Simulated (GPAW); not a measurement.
# Work function of B/Cu(110) at several levels, part 2 of 2

Aim: the work function of both faces of B/Cu(110), and its spread over functionals and bases.

GPAW 26.7.0; GPAW, PAW setups; slab in vacuum, relaxation (the session's first sound run).

So far, upper work function (eV): step 2 (relaxing the atoms, PBE, GPAW) 5.20; step 4 (self-consistent run: xc = "RPBE") 5.07; step 5 (self-consistent run: xc = "revPBE") 5.08; step 6 (self-consistent run: xc = "vdW-DF2", GPAW, PAW setups, GPAW) 5.43; step 7 (OptPBE vdW: xc = "optPBE-vdW", GPAW, PAW setups, GPAW) 5.34.

### Step 8. Self-consistent run: xc = "LDA"

The same geometry under LDA, to see how far the functional moves the levels against the vacuum.

run.py

```python
import json
import numpy as np
from ase import Atoms
from gpaw import GPAW, PW

slab = Atoms(
    ['Cu', 'Cu', 'Cu', 'Cu', 'Cu', 'B'],
    positions=[
        [0.00000, 0.00000, 8.00000],
        [1.80500, 1.27633, 9.27633],
        [0.00000, 0.00000, 10.60302],
        [1.80500, 1.27633, 11.86976],
        [-0.00000, -0.00000, 13.74684],
        [1.80500, 1.27633, 13.89213]],
    cell=[[3.61, 0.0, 0.0], [0.0, 2.55266, 0.0], [0.0, 0.0, 21.60531]],
    pbc=[True, True, False])

slab.calc = GPAW(mode=PW(500), xc='LDA', kpts={'size': (9, 12, 1), 'gamma': True},
                 occupations={'name': 'fermi-dirac', 'width': 0.1}, nbands='200%',
                 convergence={'density': 1e-05}, maxiter=200,
                 poissonsolver={'dipolelayer': 'xy'},
                 symmetry={'tolerance': 1e-3}, txt='slab.txt')
result = {}
energy = slab.get_potential_energy()
fermi = slab.calc.get_fermi_level()
v = slab.calc.get_electrostatic_potential().mean((0, 1)) - fermi
n = slab.calc.get_pseudo_density().mean((0, 1))
L = slab.cell[2, 2]
z = np.arange(len(v)) * L / len(v)
low, high = slab.positions[:, 2].min(), slab.positions[:, 2].max()
below, above = np.interp([low - 5.8, high + 5.8], z, v)
slopes = [np.interp(x, z, np.gradient(v, z)) for x in (low - 5.8, high + 5.8)]
eps = np.array([[slab.calc.get_eigenvalues(k, s) for k in range(len(slab.calc.get_ibz_k_points()))]
                for s in range(slab.calc.get_number_of_spins())]) - fermi
top, bottom = eps[eps < 0].max(), eps[eps > 0].min()
dipole = slab.get_dipole_moment()[2]
print(f'energy {energy:.4f} eV, Fermi level {fermi:.4f} eV, dipole {dipole:.5f} e A')
print(f'potential 5.8 A off the faces, from the Fermi level: lower {below:.4f} eV, upper {above:.4f} eV')
print(f'slope of the potential there: lower {slopes[0]:.5f}, upper {slopes[1]:.5f} eV/A')
print(f'nearest levels on the mesh: {top:.4f} and {bottom:.4f} eV')
print('magnetic moment', round(slab.get_magnetic_moment(), 3))
result.update(energy=energy, fermi=fermi, dipole=dipole, below=below, above=above, slopes=slopes, edges=[top, bottom],
              z=z.tolist(), v=v.tolist(), n=n.tolist(), positions=slab.positions.tolist(),
              forces=slab.get_forces(apply_constraint=False).tolist(), moments=slab.get_magnetic_moments().tolist())
json.dump(result, open('result.json', 'w'))
```

The run is started by

```bash
$ OMP_NUM_THREADS=1 OPENBLAS_NUM_THREADS=1 python run.py
```

What it wrote:

```text
energy -26.9052 eV, Fermi level -0.7596 eV, dipole -0.03648 e A
potential 5.8 A off the faces, from the Fermi level: lower 4.7879 eV, upper 5.5044 eV
slope of the potential there: lower 0.00006, upper -0.00007 eV/A
nearest levels on the mesh: -0.0620 and 0.0063 eV
magnetic moment 0.0
```

Wall time 6.8 min (1 thread of Arm Neoverse V1, shared host); peak memory 0.39 GiB.

This step gave:

```
dipole along the normal                    : -0.03648 e·Å
levels nearest the Fermi level on the mesh : -0.06205, 0.006262 eV from the Fermi level
upper work function                        : 5.504 eV
lower work function                        : 4.788 eV
```

The upper face's work function is 5.504 eV, against 5.202 eV in the first plane-wave PBE run at this geometry.

### Step 9. Real-space grid: mode = "fd"

A real-space grid is a second complete basis, so it checks the plane-wave result.

run.py: that of step 8 with these lines changed.

```diff
@@ -3,3 +3,3 @@
 from ase import Atoms
-from gpaw import GPAW, PW
+from gpaw import GPAW
 
@@ -17,3 +17,3 @@
 
-slab.calc = GPAW(mode=PW(500), xc='LDA', kpts={'size': (9, 12, 1), 'gamma': True},
+slab.calc = GPAW(mode='fd', h=0.18, xc='PBE', kpts={'size': (9, 12, 1), 'gamma': True},
                  occupations={'name': 'fermi-dirac', 'width': 0.1}, nbands='200%',
```

What it wrote:

```text
energy -22.5040 eV, Fermi level -4.8143 eV, dipole -0.03934 e A
potential 5.8 A off the faces, from the Fermi level: lower 4.4280 eV, upper 5.2006 eV
slope of the potential there: lower -0.00001, upper 0.00000 eV/A
nearest levels on the mesh: -0.0559 and 0.0107 eV
magnetic moment 0.0
```

Elapsed: 30 min, on 1 thread; peak memory 1.8 GiB.

Numbers from this step:

```yaml
dipole_along_the_normal: -0.03934 e·Å
levels_nearest_the_fermi_level_on_the_mesh: -0.05588, 0.01071 eV from the Fermi level
upper_work_function: 5.201 eV
lower_work_function: 4.428 eV
```

The electrostatic potential energy of an electron (without an applied field's), less the Fermi level, planar mean oscillates, so the rows of the table below give means over windows of 1.35 Å about each position, cut where the curve ends. Its maxima inside the range that stand out by 2 % of the span (Å: eV): 8.6: -4.99, 9.9: -4.61, 11.3: -5.47, 12.8: -0.182. Its minima: 8.0: -10.5, 9.3: -11.0, 10.6: -11.1, 11.9: -10.9, 13.9: -20.7.

Electrostatic potential energy of an electron (without an applied field's), less the Fermi level, planar mean against z; means over each step:

z (Å), electrostatic potential energy of an electron (without an applied field's), less the Fermi level, planar mean (eV) and a bar from the least value:
```
     0.68        4.4 #############################
     2.03        4.4 ############################
     3.38        4.4 ############################
     4.73        4.4 ############################
     6.08        4.1 ############################
     7.43       -2.8 ##############
     8.78       -8.0 ####
    10.13       -7.8 #####
    11.48       -8.2 ####
    12.83       -3.8 #############
    14.18      -10.2 
    15.53        4.5 #############################
    16.88        5.2 ##############################
    18.23        5.2 ##############################
    19.58        5.2 ##############################
    20.93        5.2 ##############################
```

The upper face's work function is 5.201 eV, against 5.202 eV in the first plane-wave PBE run at this geometry.

### Step 10. Atomic orbitals: mode = "lcao"

Atom-centred orbitals end a few angstrom from the surface, which tests how much the density's tail matters.

run.py: that of step 9 with these lines changed.

```diff
@@ -17,4 +17,4 @@
 
-slab.calc = GPAW(mode='fd', h=0.18, xc='PBE', kpts={'size': (9, 12, 1), 'gamma': True},
-                 occupations={'name': 'fermi-dirac', 'width': 0.1}, nbands='200%',
+slab.calc = GPAW(mode='lcao', basis='dzp', h=0.18, xc='PBE', kpts={'size': (9, 12, 1), 'gamma': True},
+                 occupations={'name': 'fermi-dirac', 'width': 0.1}, nbands='120%',
                  convergence={'density': 1e-05}, maxiter=200,
```

What it wrote:

```text
energy -20.7610 eV, Fermi level -4.5780 eV, dipole -0.05357 e A
potential 5.8 A off the faces, from the Fermi level: lower 4.0520 eV, upper 5.1040 eV
slope of the potential there: lower 0.00000, upper 0.00000 eV/A
nearest levels on the mesh: -0.0024 and 0.0366 eV
magnetic moment 0.0
```

Wall time 6.5 min (1 thread); peak memory 0.33 GiB.

Numbers from this step:

* dipole along the normal: -0.05357 e·Å
* levels nearest the Fermi level on the mesh: -0.002434, 0.03658 eV from the Fermi level
* upper work function: 5.104 eV
* lower work function: 4.052 eV

The upper face's work function is 5.104 eV, against 5.202 eV in the first plane-wave PBE run at this geometry.

### Step 11. All levels side by side

Times are for 1 thread of Arm Neoverse V1, shared host. Results by setting:

| no. | run | upper work function (eV) | lower work function (eV) | time | memory (GiB) |
| --- | --- | --- | --- | --- | --- |
| 1 | pw | 5.202 | 4.432 | 6.8 min | 0.39 |
| 2 | RPBE | 5.067 | 4.252 | 6.8 min | 0.39 |
| 3 | revPBE | 5.081 | 4.276 | 7.3 min | 0.39 |
| 4 | vdW DF2 | 5.433 | 4.829 | 9.3 min | 0.55 |
| 5 | optPBE vdW | 5.336 | 4.594 | 7.4 min | 0.55 |
| 6 | LDA | 5.504 | 4.788 | 6.8 min | 0.39 |
| 7 | fd | 5.201 | 4.428 | 30 min | 1.8 |
| 8 | lcao | 5.104 | 4.052 | 6.5 min | 0.33 |

### Step 12. Side by side

Results and costs are gathered.

This step: comparison of work functions, dipole and cost (GPAW 26.7.0).

Ladder, by row:

| step | code | work function, upper (eV) | work function, lower (eV) | dipole (e Å) | wall time (s) | peak memory (GiB) | threads |
| --- | --- | --- | --- | --- | --- | --- | --- |
| pw | GPAW | 5.202 | 4.432 | -0.03923 | 408 | 0.39 | 1 |
| RPBE | GPAW | 5.067 | 4.252 | -0.04149 | 410.7 | 0.39 | 1 |
| revPBE | GPAW | 5.081 | 4.276 | -0.041 | 437.7 | 0.39 | 1 |
| vdW-DF2 | GPAW | 5.433 | 4.829 | -0.03076 | 555.9 | 0.55 | 1 |
| optPBE-vdW | GPAW | 5.336 | 4.594 | -0.03778 | 443.1 | 0.55 | 1 |
| LDA | GPAW | 5.504 | 4.788 | -0.03648 | 406.2 | 0.39 | 1 |
| fd | GPAW | 5.201 | 4.428 | -0.03934 | 1771 | 1.75 | 1 |
| lcao | GPAW | 5.104 | 4.052 | -0.05357 | 391.8 | 0.33 | 1 |

### Step 13. A changed run

One more run, with changed settings.

This step: GPAW, PAW setups; slab in vacuum (GPAW 26.7.0).

run.py: that of step 10 with these lines changed.

```diff
@@ -3,3 +3,3 @@
 from ase import Atoms
-from gpaw import GPAW
+from gpaw import GPAW, PW
 
@@ -17,5 +17,5 @@
 
-slab.calc = GPAW(mode='lcao', basis='dzp', h=0.18, xc='PBE', kpts={'size': (9, 12, 1), 'gamma': True},
-                 occupations={'name': 'fermi-dirac', 'width': 0.1}, nbands='120%',
-                 convergence={'density': 1e-05}, maxiter=200,
+slab.calc = GPAW(mode=PW(500), xc='PBE', kpts={'size': (9, 12, 1), 'gamma': True},
+                 occupations={'name': 'fermi-dirac', 'width': 0.1}, nbands='200%',
+                 convergence={'density': 1e-05}, maxiter=3,
                  poissonsolver={'dipolelayer': 'xy'},
```

What it wrote:

```text
gpaw.KohnShamConvergenceError
```

The job ended after 55 s (1 thread; peak memory 0.39 GiB).

The run stopped without converging, so none of its numbers is a property of the system.

The fault put into the input: too few SCF iterations (maxiter = 3).

### Step 14. Outcome

```json
{"work function, upper and lower face": "5.202 and 4.432 eV", "dipole along the normal": "-0.0392 e Å"}
```

With plane waves and PBE the work function is 5.20 eV on the upper face and 4.43 eV on the lower. The two faces differ by 0.77 eV, the step that the slab's dipole makes (e p/(ε0 A) gives 0.77 eV), so the dipole layer is needed. Over the sound runs of the table the upper face's work function spans 5.067 (RPBE) to 5.504 eV (LDA). The cell of 9.22 Å² holds one B, started on one chosen site; other sites and coverages weren't tried. The in-plane lattice was kept as typed, which isn't the functional's own and leaves some strain; spin-orbit coupling and temperature are left out.

[Logs are printed without paths, hosts, clocks, repeated set-up lines and the standing remarks that a program may print on its own settings, such as how far it seeks lower states.]

[Hosts, paths, dates, database ids (printed as entryN), source tags and the programs' standing remarks are cut or masked in the printed files.]
